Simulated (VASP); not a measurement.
Wanted: the native input for a VASP 6.6.1 run.

```
Task                   : single point
Functional             : PBE
Potentials or basis    : VASP PAW PBE potentials, release 64 (Mg)
Cutoff                 : 520 eV
k mesh                 : 10 × 10 × 5
Occupations            : gaussian, width 0.022 eV
Spin                   : no spin polarisation
Further INCAR settings : ALGO = Normal; EDIFF = 1e-07
```

The structure of Mg lies in POSCAR:

```
Mg
1.0
    3.2093000000      0.0000000000      0.0000000000
   -1.6046500000      2.7793353284      0.0000000000
    0.0000000000      0.0000000000      5.2103000000
Mg
2
Direct
    0.6666666667      0.3333333333      0.7500000000
    0.3333333333      0.6666666667      0.2500000000
```

These files were run (other wordings do the same):

INCAR

```
SYSTEM = Mg
ALGO = Normal
EDIFF = 1E-7
ENCUT = 520
GGA = PE
ISIF = 2
ISMEAR = 0
LASPH = .True.
LCHARG = .False.
LREAL = .False.
LWAVE = .False.
NELM = 60
PREC = Accurate
SIGMA = 0.022
```

KPOINTS

```
k-points
0
Gamma
  10 10 5
  0 0 0
```

Potentials or basis: VASP PAW PBE potentials, release 64 (Mg).

Command:

```bash
$ cat potpaw_PBE.64/Mg/POTCAR > POTCAR
$ mpirun -np 1 vasp_std > vasp.out
```

Results of the run:

The pressure is -0.6 GPa and the band gap on the k mesh is none (metal or under the smearing width).

Run time: 13 s on 1 thread of AMD EPYC 7R13 Processor (Zen 3) (shared host), peak memory 0.13 GiB.
